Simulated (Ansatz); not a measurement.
Runs of Ansatz 0.2.0 on TiC. The structure is cubic, space group Fm-3m (No. 225). The conventional cell has a = 4.331 Å, b = 4.331 Å, c = 4.331 Å, α = 90.00°, β = 90.00°, γ = 90.00°. Around Ti (site symmetry m-3m) lie 6 C at 2.17 Å. C (site symmetry m-3m) has 6 Ti at 2.17 Å as nearest neighbours. The cell is a database's computed one.

```csv
task,level,cell,k mesh,points for each segment of the path,atoms under strain,q mesh,gap on the mesh (eV),pressure (GPa),relaxed volume (Å³/atom)
band structure,LDA,as given,11 × 11 × 11,14,-,-,none,-12.6,-
elastic constants,LDA,as given,8 × 8 × 8,-,relaxed,-,none,-12.6,-
relaxation of cell and atoms,BLYP+D4,relaxed,11 × 11 × 11,-,-,-,none,0.0,(a)
phonons,LDA,as given,8 × 8 × 8,8,-,2 × 2 × 2,none,-,-
relaxation of cell and atoms,revPBE+D3(BJ),relaxed,11 × 11 × 11,-,-,-,-,0.0,9.74
```

Alike in all rows: potentials or basis Ansatz PAW; no spin polarisation; cutoff (eV) 420; smearing fermi-dirac 0.05 eV.

Q: Estimate the missing entries.

A: (a) 10.11.

Caveats: the PAW data sets come from PBE, with cores solved anew for the run's functional, which leaves a small shift of forces and pressure; the plane-wave basis is chosen anew once the cell has moved, so the energies of steps on either side of that aren't comparable (some runs); the cell is more than 3 GPa from zero pressure, which shifts response properties (some runs); elastic constants of metals need much finer meshes, so these are rough (some runs); pairwise dispersion overbinds metals, which lowers pressure and volume (some runs).

A gap of «none» marks a metal or a gap under the smearing width.

Runs at the PBE level aren't shown here.
